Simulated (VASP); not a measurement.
# PbSe: convergence, energy along a vibration (SMASS = -2)

PbSe, Fm-3m (no. 225), atoms displaced along the mode, 2 atoms in the cell. PBE, energy along a line of displacements; PAW potentials Pb_d, Se (PBE set). VASP 6.6.1.

Wanted: harmonic frequency within 1 %.

Space group without the displacement: Fm-3m (no. 225); Mode: optical mode at Gamma along x.

POSCAR of the starting run:
```
PbSe
1.0
    0.0000000000      3.0606500000      3.0606500000
    3.0606500000      0.0000000000      3.0606500000
    3.0606500000      3.0606500000      0.0000000000
Pb Se
1 1
Direct
    0.0036065200     -0.0036065200     -0.0036065200
    0.4905374006      0.5094625994      0.5094625994

    0.0055191476   0.0000000000   0.0000000000
   -0.0144808524   0.0000000000   0.0000000000
```

The series start from k mesh: 4 × 4 × 4; Cutoff (eV): 320; Step along the mode (Å): 0.02; Precision and projection: Accurate, reciprocal space. Each series keeps the choices made before it, and each single choice may use up half of a tolerance.

## k mesh

| k mesh | Harmonic frequency (THz) | Time (s) |
|---|---|---|
| 2 × 2 × 2 | -9.249 | 67 |
| 3 × 3 × 3 | 0.9456 | 62 |
| 4 × 4 × 4 | -2.048 | 94 |
| 6 × 6 × 6 | 1.129 | 212 |
| 7 × 7 × 7 (reference) | 1.647 | 298 |

Chosen: 7 × 7 × 7; the next looser run is off by more than half of the tolerance, so convergence isn't shown beyond this value.

## Cutoff (eV)

| Cutoff (eV) | Harmonic frequency (THz) | Time (s) |
|---|---|---|
| 170 | 1.649 | 101 |
| 210 | 1.683 | 112 |
| 240 | 1.635 | 128 |
| 280 | 1.648 | 139 |
| 320 | 1.647 | 298 |
| 360 (reference) | 1.65 | 308 |

Chosen: 280, the loosest value from which every tighter one stays within half of the tolerance.

## Precision and projection

| Precision and projection | Harmonic frequency (THz) | Time (s) |
|---|---|---|
| Accurate, reciprocal space | 1.645 | 179 |
| Normal, reciprocal space | 1.637 | 140 |
| Normal, Auto | 1.705 | 194 |

Chosen: Accurate, reciprocal space; no other choice that stays within half of the tolerance saves 30 % of the time.

Also changed on the way, by series that aren't shown: Step along the mode (Å): 0.04.

## All choices together

| Input | Harmonic frequency (THz) | Time (s) |
|---|---|---|
| defaults on a coarse mesh (naive) | 1.003 | 5.9 |
| chosen settings | 1.645 | 179 |
| reference settings throughout | 1.653 | 279 |

The chosen settings stay within the tolerance of the reference run, but the reference itself isn't shown to be converged in: k mesh.

## The input

INCAR:
```
SYSTEM = PbSe
GGA = PE ; PREC = Accurate
ENCUT = 280 ; EDIFF = 1E-7
ALGO = Normal ; LREAL = .FALSE.
LASPH = .TRUE. ; ISMEAR = 0
SIGMA = 0.03 ; ISYM = 0
LWAVE = .FALSE. ; LCHARG = .FALSE.
IBRION = 0 ; SMASS = -2
POTIM = 1 ; NSW = 9
NELMIN = 4 ; IWAVPR = 11
KPAR = 2
```

KPOINTS:
```
Automatic mesh
0
Gamma
  7 7 7
  0 0 0
```

POSCAR:
```
PbSe
1.0
    0.0000000000      3.0606500000      3.0606500000
    3.0606500000      0.0000000000      3.0606500000
    3.0606500000      3.0606500000      0.0000000000
Pb Se
1 1
Direct
    0.0072130399     -0.0072130399     -0.0072130399
    0.4810748013      0.5189251987      0.5189251987

    0.0110382953   0.0000000000   0.0000000000
   -0.0289617047   0.0000000000   0.0000000000
```

Commands:
```
cat potpaw_PBE.64/Pb_d/POTCAR potpaw_PBE.64/Se/POTCAR > POTCAR
mpirun -np 2 vasp_std > vasp.out
```

The chosen input took VASP 6.6.1 179 s on 2 cores (Intel Xeon Platinum 8175M @ 2.50GHz (Skylake/Cascade Lake)), a shared host.
